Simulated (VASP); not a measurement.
BN, 2 atoms in the cell. It takes space group F-43m (No. 216, cubic). The conventional cell has a = 3.626 Å, b = 3.626 Å, c = 3.626 Å, α = 90.00°, β = 90.00°, γ = 90.00°. Around N (site symmetry -43m) lie 4 B at 1.57 Å. B (site symmetry -43m) is surrounded by 4 N at 1.57 Å. The cell is a database's computed one.

| Quantity | Value |
| --- | --- |
| Program | VASP 6.6.1 |
| Task | single point |
| Functional | PBE |
| Potentials or basis | VASP PAW PBE potentials, release 64 (N, B) |
| Cutoff | 520 eV |
| k mesh | 13 × 13 × 13 |
| Occupations | gaussian, width 0.023 eV |
| Spin | no spin polarisation |
| Further INCAR settings | ALGO = Normal; EDIFF = 1e-06; NBANDS = 11 |

Potentials or basis: VASP PAW PBE potentials, release 64 (N, B).

Command:

```bash
$ cat potpaw_PBE.64/N/POTCAR potpaw_PBE.64/B/POTCAR > POTCAR
$ mpirun -np 1 vasp_std > vasp.out
```

Hardware: 1 thread of Intel(R) Xeon(R) 6975P-C (Granite Rapids), with other jobs on the host.

Problem. Estimate the wall time of this run.

Solution. It took 4.5 s on 1 thread of Intel(R) Xeon(R) 6975P-C (Granite Rapids), on a shared host, peak memory 0.12 GiB. Counts: scf iterations 12, k points 84.
